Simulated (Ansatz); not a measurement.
A (100) slab of Al₂Cu (I4/mcm (No. 140)), 10 planes, outer planes Cu (top) and Cu (bottom), with 20 atoms (Al12Cu8) in a surface cell of A = 28.934 Å², as cut from the bulk:

```xyz
20
Lattice="4.8278 0.0000 0.0000 0.0000 5.9931 0.0000 0.0000 0.0000 23.9897" Properties=species:S:1:pos:R:3 pbc="T T T"
Cu    3.6209    2.9966    7.5000
Cu    1.2070    2.9966    7.5000
Al    0.0000    0.9548    8.4548
Al    2.4139    5.0383    8.4548
Al    0.0000    3.9514    9.5417
Al    2.4139    2.0417    9.5417
Cu    1.2070    0.0000   10.4966
Cu    3.6209    0.0000   10.4966
Al    2.4139    3.9514   11.4514
Al    0.0000    2.0417   11.4514
Al    2.4139    0.9548   12.5383
Al    0.0000    5.0383   12.5383
Cu    3.6209    2.9966   13.4931
Cu    1.2070    2.9966   13.4931
Al    0.0000    0.9548   14.4479
Al    2.4139    5.0383   14.4479
Al    0.0000    3.9514   15.5348
Al    2.4139    2.0417   15.5348
Cu    1.2070    0.0000   16.4897
Cu    3.6209    0.0000   16.4897
```

These are results of DFT PBEsol, scalar-relativistic, plane waves, PAW in Ansatz, not measurements. Cutoff 420 eV; k points 7×6×1 on the computed 20-atom cell (Γ-centred); Gaussian smearing, width 0.10 eV; no spin polarisation.

The relaxed slab holds 6 formula units of Al$_{2}$Cu and 2 further Cu. Against those formula units in the bulk and the further Cu in its standard state it lies 5.675 eV higher. The formation energy of Al$_{2}$Cu from the standard states is -0.523 eV a formula unit (uncorrected, no zero-point or thermal terms).

Problem. Over what range can the chemical potential of Cu vary, and what is the surface energy at both ends?

Solution. In contact with the bulk, μ(Cu) + 2μ(Al) is fixed. With Δμ counted from the standard states, Δμ(Cu) ≤ 0 keeps elemental Cu from forming, and Δμ(Al) ≤ 0 requires Δμ(Cu) ≥ ΔH = -0.523 eV. Other compounds of Cu and Al can narrow this range. Then γ, the mean of both faces, = [5.675 eV − 2.00·Δμ(Cu)]/(2A). At the Cu-rich end (Δμ = 0): 5.675/(2 × 28.934) × 16.02 = 1.57 J/m². At the Cu-poor end: (5.675 + 1.046)/(2 × 28.934) × 16.02 = 1.86 J/m².

Problem. How does its energy depend on growth conditions?

Solution. It carries an excess of Cu, so its energy falls by 0.55 J/m² for each eV that μ(Cu) rises: Cu-rich conditions lower it; whether it appears depends on the other terminations.